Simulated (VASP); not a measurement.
A run of VASP 6.6.1 is set up as follows.

POSCAR

```
GaAs                                    
1.0
    0.0000000000      2.8313993252      2.8313993252
    2.8313993252      0.0000000000      2.8313993252
    2.8313993252      2.8313993252      0.0000000000
  Ga              As            
     1     1
Direct
     0.0000000000000000    0.0000000000000000    0.0000000000000000
     0.2500000000000000    0.2500000000000000    0.2500000000000000
```

The input INCAR.step1:

```
SYSTEM = GaAs
  ALGO = Normal
  EDIFF = 1E-5
  ENCUT = 520
  GGA = PE
  ISIF = 2
  ISMEAR = 0
  KPAR = 4
  LASPH = .TRUE.
  LCHARG = .FALSE.
  LREAL = .FALSE.
  LWAVE = .TRUE.
  NBANDS = 16
  NELM = 80
  PREC = Accurate
  SIGMA = 0.03
```

Contents of INCAR.step2:

```
SYSTEM = GaAs
  ALGO = Normal
  EDIFF = 1E-6
  ENCUT = 520
  GGA = PE
  HFSCREEN = 0.2
  ISIF = 2
  ISMEAR = 0
  ISTART = 1
  KPAR = 4
  LASPH = .TRUE.
  LCHARG = .FALSE.
  LHFCALC = .TRUE.
  LREAL = .FALSE.
  LWAVE = .FALSE.
  NBANDS = 16
  NELM = 80
  PREC = Accurate
  PRECFOCK = Fast
  SIGMA = 0.03
```

The input KPOINTS:

```
k-points
0
G
  6 6 6
  0 0 0
```

The input KPOINTS_OPT:

```
explicit points
6
Reciprocal
 0.0000000000  0.0000000000  0.0000000000 1
 0.3750000000  0.3750000000  0.7500000000 1
 0.5000000000  0.5000000000  0.5000000000 1
 0.6250000000  0.2500000000  0.6250000000 1
 0.5000000000  0.2500000000  0.7500000000 1
 0.5000000000  0.0000000000  0.5000000000 1
```

Potentials or basis: VASP PAW PBE potentials, release 64 (Ga_d, As).

The run is started by

```sh
$ cat potpaw_PBE.64/Ga_d/POTCAR potpaw_PBE.64/As/POTCAR > POTCAR
$ cp INCAR.step1 INCAR
$ mpirun -np 4 vasp_std > vasp.out
$ cp INCAR.step2 INCAR
$ mpirun -np 4 vasp_std > vasp.out
```

Estimate the band gap on the k mesh.

1.39 eV, direct.

Predict the band gap along the path.

1.39 eV, direct.

What does it give for the pressure?

0.6 GPa.

Caveat: the PAW data sets were made with another functional, which shifts forces and pressure a little.

**Measured values to compare with.**

“Evidence of valence band perturbations in GaAsN/GaAs(001): A combined variable-angle spectroscopic ellipsometry and modulated photoreflectance investigation”, 2008, arxiv:0805.2212 reports, for a bulk crystal of GaAs at 300 K: band gap 1.418 ± 0.005 eV (direct).

Against the measured gap of GaAs, 1.418 eV (direct; 300 K; “Evidence of valence band perturbations in GaAsN/GaAs(001): A combined variable-angle spectroscopic ellipsometry and modulated photoreflectance investigation”, 2008, arxiv:0805.2212), the calculated 1.39 eV is off by -0.03 eV. 3 values of this kind are on record (1.412 to 1.51 eV); this one was drawn at random among those near their median, those with a stated uncertainty first. Spin-orbit coupling on As, Ga is left out. The value is that of HSE06, without temperature or zero-point motion.
